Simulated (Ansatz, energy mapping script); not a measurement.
## From total energies to J, by hand: MnS (Browneite)

A handful of total energies of MnS (Browneite) fix a spin model. One order is withheld as a test.

Method: PBE with U = 4.4 eV on Mn d, ortho-atomic projectors; plane waves, U on orthogonalised atomic orbitals unless named otherwise, collinear spin, no spin–orbit coupling, in Ansatz 0.2.0.

### Step 1. The starting structure

It takes space group F-43m (No. 216, cubic). Conventional cell: a = 5.600 Å, b = 5.600 Å, c = 5.600 Å, α = 90.00°, β = 90.00°, γ = 90.00°. Nearest to Mn lie 4 S at 2.42 Å. Nearest to S lie 4 Mn at 2.42 Å. Farther neighbours and most contacts between anions are not listed.

### Step 2. Two of the runs

The parallel order and one order with opposed moments, in one cell and on one mesh:

The input, input.yaml:

```yaml
crystal:
  lattice:
    - [0.0, -2.8, -2.8]
    - [0.0, 2.8, -2.8]
    - [5.6, 0.0, 0.0]
  atoms:
    - { symbol: Mn, position: [0.5, 0.5, 0.5], spin: 4.5 }
    - { symbol: Mn, position: [0.0, 0.0, 0.0], spin: 4.5 }
    - { symbol: S, position: [0.0, 0.5, 0.75] }
    - { symbol: S, position: [0.5, 0.0, 0.25] }
magnetization:
  spin_polarized: true
kpoints:
  mp_grid: { grid: [7, 7, 5] }
hamiltonian:
  xc: pbe
  hubbard:
    sites:
      - { species: Mn, l: d, u_eff: 4.4 }
      - { site: 0, l: d, u_eff: 4.4, starting_ns: [{ spin: up, occupation_matrix: mn1_major }, { spin: down, occupation_matrix: mn1_minor }] }
      - { site: 1, l: d, u_eff: 4.4, starting_ns: [{ spin: up, occupation_matrix: mn1_major }, { spin: down, occupation_matrix: mn1_minor }] }
    projectors: ortho-atomic
    occupation_matrices:
      mn1_major:
        matrix:
          - [0.997, 0.0, 0.0, 0.0, 0.0]
          - [0.0, 0.993, 0.0, 0.0, 0.0]
          - [0.0, 0.0, 0.993, 0.0, 0.0]
          - [0.0, 0.0, 0.0, 0.997, 0.0]
          - [0.0, 0.0, 0.0, 0.0, 0.993]
      mn1_minor:
        matrix:
          - [0.024, 0.0, 0.0, 0.0, 0.0]
          - [0.0, 0.075, 0.0, 0.0, 0.0]
          - [0.0, 0.0, 0.075, 0.0, 0.0]
          - [0.0, 0.0, 0.0, 0.024, 0.0]
          - [0.0, 0.0, 0.0, 0.0, 0.075]
scf:
  occupations: { method: fermi_dirac, width: 0.05 }
output:
  eigenvalues: true
```

Launch:

```sh
$ ansatz run input.yaml --threads 4 --pin off --max-ram 8192MiB --backend cpu --events-out ev --progress --plain --runs-dir out
```

Numbers of over 12 decimals in the logs are rounded to 6 here.

What it wrote:

```text
Engine: ansatz 0.2.0, aarch64-unknown-linux-gnu
Pseudopotentials: kind: paw
Pseudopotential: Mn, paw, valence charge 15, recommended cutoff 420 eV (normal), Mn.paw.azcp
Pseudopotential: S, paw, valence charge 6, recommended cutoff 420 eV (normal), S.paw.azcp
Functional definition: PBE
  parameter kappa = 0.804
  parameter beta = 0.066725
  exchange = pbe_x(kappa = kappa, mu = beta*pi^2/3)
[...]
k-point 0 ↑: bands = [... 17 lower, 1.7652, 1.9581, 2.0055, 3.3204, 4.6539, 4.6539, 7.1831, 7.1831, ... 6 higher]
  k-point 1 ↑: bands = [... 17 lower, 1.7833, 1.8134, 1.9394, 3.7863, 4.8937, 4.8937, 6.5373, 6.9070, ... 6 higher]
  k-point 2 ↑: bands = [... 17 lower, 1.6653, 1.8311, 1.8908, 4.6736, 5.4971, 5.4971, 5.6098, 6.2481, ... 6 higher]
  k-point 29 ↓: bands = [... 17 lower, 9.0332, 9.7829, 9.8094, 10.3476, 10.4392, 10.6407, 10.6857, 11.0437, ... 6 higher]
Occupation matrices written to <dir>
[key lines of the parts left out:]
SCF converged after 12 iterations
Magnetization: 10.0000 μB (26.0000 up, 16.0000 down)
Free energy (F): -9602.132437 eV
Fermi energy:    7.861710 eV
```

It took 6.8 s on 4 threads of Arm Neoverse V1, shared host; peak memory 0.42 GiB; 25 s of CPU time.

input.yaml, as its differences from that of step 2:

```diff
@@ -7,3 +7,3 @@
     - { symbol: Mn, position: [0.5, 0.5, 0.5], spin: 4.5 }
-    - { symbol: Mn, position: [0.0, 0.0, 0.0], spin: 4.5 }
+    - { symbol: Mn, position: [0.0, 0.0, 0.0], spin: -4.5 }
     - { symbol: S, position: [0.0, 0.5, 0.75] }
@@ -20,3 +20,3 @@
       - { site: 0, l: d, u_eff: 4.4, starting_ns: [{ spin: up, occupation_matrix: mn1_major }, { spin: down, occupation_matrix: mn1_minor }] }
-      - { site: 1, l: d, u_eff: 4.4, starting_ns: [{ spin: up, occupation_matrix: mn1_major }, { spin: down, occupation_matrix: mn1_minor }] }
+      - { site: 1, l: d, u_eff: 4.4, starting_ns: [{ spin: up, occupation_matrix: mn1_minor }, { spin: down, occupation_matrix: mn1_major }] }
     projectors: ortho-atomic
```

What it wrote:

```text
[...]
Crystal: 4 atoms, lattice volume = 87.808 Å³
Basis set: ecut = 420 eV, 1715 PW (Γ)
Bands: 31, of which v1, the nominal top of the filled ones, is band 21 counted from 1 (20 counted from 0)
Symmetry: 8 space group operations
[...]
k-points: 30 of 245 (time reversal used)
[...]
Starting moments: Σ|m| = 9 μB on 2 of 4 sites
[...]
k-point 0 ↑: bands = [... 17 lower, 4.2296, 5.7373, 6.0771, 6.0771, 8.8761, 9.6527, 9.8976, 10.3720, ... 6 higher]
  k-point 1 ↑: bands = [... 17 lower, 4.2736, 5.4732, 6.0471, 6.0471, 9.2713, 9.8931, 10.0422, 10.3703, ... 6 higher]
  k-point 2 ↑: bands = [... 17 lower, 4.3480, 5.0868, 5.9951, 5.9951, 9.8842, 10.2119, 10.3675, 10.7171, ... 6 higher]
  k-point 29 ↓: bands = [... 17 lower, 3.7107, 4.1034, 4.4439, 4.6246, 9.5715, 9.6152, 10.1744, 10.4239, ... 6 higher]
Occupation matrices written to <dir>
[key lines of the parts left out:]
SCF converged after 14 iterations
Magnetization: 0.0000 μB (21.0000 up, 21.0000 down)
Free energy (F): -9602.321286 eV
Fermi energy:    7.543156 eV
```

Wall time 8.7 s (4 threads); peak memory 0.44 GiB.

At zero occupation width the energies are -9602.13244 and -9602.32129 eV for 2 Mn atoms, so ΔE = 1000 × (-9602.32129 − (-9602.13244)) / 2 = -94.42 meV a magnetic atom.

### Step 3. The orders used, and who is opposed

Each order is measured in this way from the parallel run of its own cell. n counts, for a mean magnetic atom, the neighbours of each shell whose moment is opposed.

| order | ΔE (meV) | n at 3.96 Å (of 12) | n at 5.60 Å (of 6) |
| --- | --- | --- | --- |
| compensated +− in cell A | -94.42 | 8 | 0 |
| compensated +− in cell B | -72.67 | 6 | 6 |
| uncompensated ++− in cell C | ? | 6.67 | 2.67 |

Wanted: the couplings, and ΔE of the order “uncompensated ++− in cell C”.

### Step 4. The equations

With E = −Σ J e·e over ordered pairs of unit vectors, an atom's energy is −Σ J (z − 2n), since each opposed neighbour turns +1 into −1. Against the parallel order, ΔE = 2 Σ n J:

- 16 J₁ = -94.42
- 12 J₁ + 12 J₂ = -72.67

Cramer's rule: the determinant of the left side is D = 192; with the column of each J replaced by the energies it is D₁ = -1133 and D₂ = -29.68. So J₁ = -5.90 meV and J₂ = -0.155 meV.

### Step 5. The order left out

ΔE = 13.34 × (-5.90) + 5.34 × (-0.155) = -79.55 meV.

### Step 6. Results

```
J₁, Mn–Mn at 3.96 Å                 : -5.90 meV
J₂, Mn–Mn at 5.60 Å                 : -0.155 meV
ΔE predicted for the withheld order : -79.5 meV
ΔE of the withheld run              : -80.4 meV
```

In words: The hand solution predicts -79.55 meV and the withheld run gave -80.42 meV, a miss of 0.87 meV on a scale of 94.4 meV, so these shells carry the energies well. A least-squares fit to all 4 orders gives -5.93, -0.189 and 0.00887 meV, with a third shell at 6.86 Å that the hand model leaves out. This set was picked because its moments stay put and its equations are well conditioned; many sets are less well behaved. Shells left out of the hand model add to these values wherever the orders used reverse them, so each J is partly a sum. A fit with one more shell, at 7.92 Å, gives -5.9, -0.15, -0.026 and -0.089 meV and 180 K in mean field.

[Logs and program files are shortened in this print: banners, set-up blocks, solver, clock and traceback lines can be left out without a mark of their own.]

[Logs are printed without paths, hosts, clocks, repeated set-up lines and the standing remarks that a program may print on its own settings, such as how far it seeks lower states.]

[Hosts, paths, dates, database ids (printed as entryN), source tags and the programs' standing remarks are cut or masked in the printed files.]

[Where a cell is said to come from a database of computed structures, the database is the Materials Project.]
